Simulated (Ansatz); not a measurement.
**Molecular dynamics of TaN**

Input:

```yaml
crystal:
  lattice:
    - [5.276113, 0.0, 0.0]
    - [-2.638057, 4.569248, 0.0]
    - [0.0, 0.0, 5.911361]
  atoms:
    - { symbol: Ta, position: [0.0, 0.0, 0.0] }
    - { symbol: Ta, position: [0.3333333, 0.6666667, 0.25] }
    - { symbol: Ta, position: [0.6666667, 0.3333333, 0.25] }
    - { symbol: "N", position: [0.5, 0.0, 0.0] }
    - { symbol: "N", position: [0.5, 0.5, 0.0] }
    - { symbol: "N", position: [0.0, 0.5, 0.0] }
    - { symbol: Ta, position: [0.0, 0.0, 0.5] }
    - { symbol: Ta, position: [0.3333333, 0.6666667, 0.75] }
    - { symbol: Ta, position: [0.6666667, 0.3333333, 0.75] }
    - { symbol: "N", position: [0.5, 0.0, 0.5] }
    - { symbol: "N", position: [0.5, 0.5, 0.5] }
    - { symbol: "N", position: [0.0, 0.5, 0.5] }
basis:
  ecutwfc: 420.0
kpoints:
  mp_grid: { grid: [2, 2, 2] }
hamiltonian:
  xc: pbe
  pseudopotentials: { kind: paw, azcp: { folder: soft_1 } }
scf:
  occupations: { method: fermi_dirac, width: 0.17 }
  lower_state_search: "off"
md:
  timestep: 1
  n_steps: 580
  ensemble: nvt_langevin
  temperature: 300.0
  initial_velocities: maxwell_boltzmann
  seed: 736788
  friction: 0.02
  temperature_schedule: [{ n_steps: 580, end_temperature: 2000.0 }]
```

Run as:

```bash
$ ansatz run input.yaml --threads 1 --pin off --max-ram 3072MiB --backend cpu --events-out ev --progress --plain --runs-dir out
```

It starts from a structure without forces on its atoms.

Output, in part (step lines):

```
md step     0: t =     0.00 fs  T =   275.0 K (target 300.0 K)  F+E_penalty+E_count = -61911.82959996 eV  E_kin = 0.426558 eV  (8 SCF iters)
md step     1: t =     1.00 fs  T =   289.9 K (target 301.5 K)  F+E_penalty+E_count = -61911.82772082 eV  E_kin = 0.449638 eV  (6 SCF iters)
md step     2: t =     2.00 fs  T =   285.5 K (target 304.4 K)  F+E_penalty+E_count = -61911.82148310 eV  E_kin = 0.442812 eV  (6 SCF iters)
md step     3: t =     3.00 fs  T =   249.6 K (target 307.3 K)  F+E_penalty+E_count = -61911.81098803 eV  E_kin = 0.387120 eV  (6 SCF iters)
md step     4: t =     4.00 fs  T =   284.2 K (target 310.3 K)  F+E_penalty+E_count = -61911.79566974 eV  E_kin = 0.440837 eV  (6 SCF iters)
md step     5: t =     5.00 fs  T =   264.4 K (target 313.2 K)  F+E_penalty+E_count = -61911.77606556 eV  E_kin = 0.410075 eV  (4 SCF iters)
md step     6: t =     6.00 fs  T =   250.3 K (target 316.1 K)  F+E_penalty+E_count = -61911.75668290 eV  E_kin = 0.388264 eV  (5 SCF iters)
md step     7: t =     7.00 fs  T =   249.7 K (target 319.1 K)  F+E_penalty+E_count = -61911.73724807 eV  E_kin = 0.387320 eV  (4 SCF iters)
[... lines left out ...]
md step   579: t =   579.00 fs  T =  1624.1 K (target 1995.6 K)  F+E_penalty+E_count = -61914.63955507 eV  E_kin = 2.519242 eV  (6 SCF iters)
md step   580: t =   580.00 fs  T =  1663.7 K (target 1998.5 K)  F+E_penalty+E_count = -61914.63744264 eV  E_kin = 2.580531 eV  (8 SCF iters)
```

The steps, from the saved trajectory:

| time (fs) | T (K) | potential energy less start (eV) |
| --- | --- | --- |
| 0.0 | 275 | 0.000 |
| 19.0 | 393 | -0.080 |
| 38.0 | 1668 | -2.320 |
| 57.0 | 1368 | -3.534 |
| 76.0 | 1490 | -4.217 |
| 95.0 | 813 | -3.205 |
| 114.0 | 1279 | -4.042 |
| 133.0 | 1379 | -4.263 |
| 152.0 | 800 | -3.527 |
| 171.0 | 672 | -3.717 |
| 190.0 | 1072 | -4.228 |
| 209.0 | 1021 | -4.248 |
| 228.0 | 743 | -3.949 |
| 247.0 | 766 | -3.781 |
| 266.0 | 1091 | -4.052 |
| 285.0 | 974 | -3.880 |
| 304.0 | 1029 | -3.745 |
| 323.0 | 1024 | -3.318 |
| 342.0 | 1320 | -3.274 |
| 361.0 | 1251 | -2.866 |
| 380.0 | 1194 | -2.333 |
| 399.0 | 1582 | -2.758 |
| 418.0 | 1057 | -2.442 |
| 437.0 | 2230 | -3.266 |
| 456.0 | 1786 | -3.443 |
| 475.0 | 1473 | -3.294 |
| 494.0 | 1044 | -3.746 |
| 513.0 | 1342 | -3.167 |
| 532.0 | 1389 | -3.573 |
| 551.0 | 1273 | -3.495 |
| 570.0 | 902 | -2.970 |

All steps were run. The schedule's set-point averaged 1575 K over the second half and the system 1391 K. A run of 0.58 ps of so small a system gives no equilibrium averages. Limits of this set-up: coarse k mesh.

Mean squared displacements from the first frame to the last, about the centre of mass: Ta 0.03 Å², N 0.38 Å².

Last frame:

```xyz
12
Lattice="5.2761 0.0000 0.0000 -2.6381 4.5692 0.0000 0.0000 0.0000 5.9114" Properties=species:S:1:pos:R:3
Ta -0.166 0.392 -0.112
Ta -0.042 3.292 1.304
Ta 2.545 1.887 1.161
N 3.168 0.332 -0.213
N 1.128 2.088 -0.243
N -1.794 3.128 -0.076
Ta -0.065 0.228 2.943
Ta -0.009 3.237 4.471
Ta 2.667 1.724 4.149
N 3.144 0.085 2.785
N 1.137 1.848 2.686
N -1.574 3.060 2.837
```

The run took 30 min on 1 thread of AMD EPYC 7R43 64-Core Processor (Zen 3), with other jobs on the host, peak memory 0.55 GiB.
